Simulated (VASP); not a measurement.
**VASP inputs for BeTe (strained zincblende)**

INCAR

```
GGA = PE
NSW = 0
NELM = 120
ISIF = 2
PREC = Accurate
ENCUT = 520
IBRION = -1
LCHARG = .FALSE.
LREAL = .FALSE.
LASPH = .TRUE.
ISMEAR = -1
SIGMA = 0.02
EDIFF = 1E-7
NBANDS = 11
LWAVE = .FALSE.
```

KPOINTS

```
KPOINTS created by Atomic Simulation Environment
0
Gamma
8 8 8
0 0 0
```

KPOINTS_OPT

```
special points
7
Reciprocal
0.0000000000 0.0000000000 0.0000000000 1
-0.5000000000 -0.5000000000 0.0000000000 1
-0.3750000000 -0.3750000000 0.2500000000 1
-0.3750000000 0.0000000000 0.3750000000 1
0.0000000000 0.0000000000 0.5000000000 1
-0.5000000000 -0.2500000000 0.2500000000 1
0.0000000000 0.5000000000 0.5000000000 1
```

POSCAR

```
Be Te
 1.0000000000000000
     0.0000000000000000    2.7154786804000000    2.7154786804000000
     2.7154786804000000    0.0000000000000000    2.7154786804000000
     2.7154786804000000    2.7154786804000000    0.0000000000000000
 Be  Te
   1   1
Cartesian
  0.0000000000000000  0.0000000000000000  0.0000000000000000
  1.3577393402000000  1.3577393402000000  1.3577393402000000
```

VASP ran with the recommended PBE PAW datasets (8 valence electrons in the cell).

Estimate the main results of this run.

gap between bands v and c 1.68 eV; least direct gap 3.50 eV; pressure 9.4 GPa.

Band v is the last that the valence electrons fill when counted band by band, and c is the next. Levels in eV from the top of v:

```
point    v−1      v     c   c+1
    Γ   0.00   0.00  3.50  3.50
    X  -3.08  -3.08  1.68  2.49
    K  -4.53  -2.61  2.51  5.32
    L  -1.33  -1.33  3.38  4.52
    W  -4.32  -3.77  5.33  5.43
```
